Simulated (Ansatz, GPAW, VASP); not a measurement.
**SnTe: 4 runs at one level of theory**

```
CELL_PARAMETERS angstrom
0.00000 3.15085 3.15085
3.15085 0.00000 3.15085
3.15085 3.15085 0.00000
ATOMIC_POSITIONS crystal
Te 0.50000 0.50000 0.50000
Sn 0.00000 0.00000 0.00000
```

Alike in all runs: task single point; functional RPBE; k mesh 7 × 7 × 7; occupations gaussian, width 0.02 eV; no spin polarisation; no spin-orbit coupling. Pressure is positive in compression and, in plane waves, holds the error of the finite cutoff, which Ansatz's Pulay term estimates and takes out.

```json
{"program and potentials": "Ansatz, Ansatz PAW", "plane-wave cutoff (eV)": "420", "notes": "potentials made for PBE, which Ansatz adapts in part; 15 valence electrons an atom on average; Pulay term of +0.03 GPa included", "pressure (GPa)": "3.66"}
{"program and potentials": "VASP, PBE PAW files Sn_d, Te, 520 eV", "plane-wave cutoff (eV)": "520", "notes": "potentials made for PBE; 10 valence electrons an atom on average", "pressure (GPa)": "3.63"}
{"program and potentials": "GPAW, the program's PAW data sets (release 1.2.1) made for this functional", "plane-wave cutoff (eV)": "600", "notes": "10 valence electrons an atom on average", "pressure (GPa)": "3.39"}
{"program and potentials": "Ansatz, all-electron LAPW, scalar-relativistic", "plane-wave cutoff (eV)": "-", "notes": "-", "pressure (GPa)": "3.66"}
```

The pressure spans 3.39 (GPAW, the program's PAW data sets (release 1.2.1) made for this functional) to 3.66 GPa (Ansatz, Ansatz PAW), with all-electron results at 3.66. Some sets were made for another functional than the one run, which can shift their rows.

Differences between rows come from potentials, basis sets and numerical settings, since the functional is the same but for its coding. Runs on potential files found faulty are left out.
